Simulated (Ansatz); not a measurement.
## Cu under changes of volume

One of the cells (11.810 Å³/atom); the others are scaled copies at fixed shape and fractional positions:

```
CELL_PARAMETERS angstrom
0.00000 1.80750 1.80750
1.80750 0.00000 1.80750
1.80750 1.80750 0.00000
ATOMIC_POSITIONS crystal
Cu 0.00000 0.00000 0.00000
```

| Quantity | Value |
| --- | --- |
| Program | Ansatz 0.2.0 |
| Functional | PBE |
| Potentials or basis | SSSP efficiency PAW |
| Cutoff | 1225 eV |
| Density cutoff | 12245 eV |
| k mesh | 13 × 13 × 13 |
| Occupations | fermi-dirac, width 0.05 eV |
| Spin | no spin polarisation |

```tsv
volume (Å³/atom)	energy over the lowest point (meV/atom)	pressure (GPa)
11.102	30.77	12.6
11.338	15.22	8.6
11.574	5.32	4.9
11.810	0.44	1.7
12.047	0.00	-1.1
12.283	3.52	-3.6
12.519	?	?
```

Problem. What does the run at 12.519 Å³/atom give?

Solution. Energy over the lowest point 10.53 meV/atom; pressure -5.9 GPa.

Worked out: A Birch-Murnaghan fit of order 3 (a polynomial in V^(-2/3)) to the other rows has its minimum at 11.95 Å³/atom with B0 = V·E''(V) = 142 GPa and B' = 5.1. It gives 10.53 meV/atom at 12.519 Å³/atom, against the run's 10.53, and -dE/dV = -5.9 GPa, against -5.9.

Energies are extrapolated to zero smearing.
